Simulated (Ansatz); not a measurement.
ZnS:

```
Zn S
1.0
     0.00000    2.70200    2.70200
     2.70200    0.00000    2.70200
     2.70200    2.70200    0.00000
Zn S
1 1
Direct
  0.75000 0.75000 0.75000
  0.00000 0.00000 0.00000
```

Program: Ansatz 0.2.0. Alike in all runs: potentials or basis Ansatz PAW; no spin polarisation; cell as given. Hardware: 2 threads of Intel(R) Xeon(R) Processor @ 2.70GHz (shared host).

Question: Order these runs on this cell by their wall time, lowest first.
A. task Born charges and dielectric tensor; level PBE; k mesh 9 × 9 × 9; cutoff (eV) 420; smearing fixed
B. task single point; level r2SCAN+rVV10; k mesh 9 × 9 × 9; cutoff (eV) 500; smearing gaussian 0.01 eV
C. task single point; level PBE; k mesh 9 × 9 × 9; cutoff (eV) 420; smearing gaussian 0.027 eV
D. task band structure; level PBEsol; k mesh 9 × 9 × 9; cutoff (eV) 420; smearing gaussian 0.01 eV; points for each segment of the path 14
E. task band structure; level r2SCANh; k mesh 5 × 5 × 5; cutoff (eV) 500; smearing fermi-dirac 0.05 eV; points for each segment of the path 4

Answer: C (0.98 s), D (2.6 s), B (5.8 s), A (33 s), E (270 s).
